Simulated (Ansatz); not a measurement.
Crystal: Zn.

```xyz
1
Lattice="0.0000 1.9648 1.9648 1.9648 0.0000 1.9648 1.9648 1.9648 0.0000" Properties=species:S:1:pos:R:3 pbc="T T T"
Zn    0.0000    0.0000    0.0000
```

This isn't the form of Zn at room conditions, which is hcp.

| Item | Value |
| --- | --- |
| Program | Ansatz 0.2.0 |
| Task | relaxation of cell and atoms |
| Functional | revPBE |
| Potentials or basis | Ansatz PAW |
| Cutoff | 420 eV (not typed: the program's choice for these potentials) |
| k mesh | 12 × 12 × 12 |
| Occupations | fermi-dirac, width 0.05 eV |
| Spin | no spin polarisation |

At the start: volume 15.17 Å³/atom.

Question: Where does the relaxation end?

Answer: It ends after 6 steps and the volume is 15.65 Å³/atom (+3.2 %); space group Fm-3m (No. 225, to 0.05 Å).

Step by step:
| step | energy change (eV) | largest force (eV/Å) | volume (Å³) |
| --- | --- | --- | --- |
| 1 | 0.0000 | 0.0000 | 15.17 |
| 2 | -0.0024 | 0.0000 | 15.48 |
| 3 | -0.0026 | 0.0000 | 15.64 |
| 4 | -0.0030 | 0.0000 | 15.64 |
| 5 | -0.0030 | 0.0000 | 15.65 |
| 6 | -0.0030 | 0.0000 | 15.65 |

Final structure:
```cif
data_structure
_symmetry_space_group_name_H-M 'P 1'
_symmetry_Int_Tables_number 1
_cell_length_a 2.8079
_cell_length_b 2.8079
_cell_length_c 2.8079
_cell_angle_alpha 60.000
_cell_angle_beta 60.000
_cell_angle_gamma 60.000
_cell_volume 15.65
loop_
_atom_site_label
_atom_site_type_symbol
_atom_site_fract_x
_atom_site_fract_y
_atom_site_fract_z
_atom_site_occupancy
Zn1 Zn 0.00000 0.00000 0.00000 1
```

Caveat: the plane-wave basis is chosen anew once the cell has moved, so the energies of steps on either side of that aren't comparable; the PAW data sets come from PBE, with cores solved anew for the run's functional, which leaves a small shift of forces and pressure.
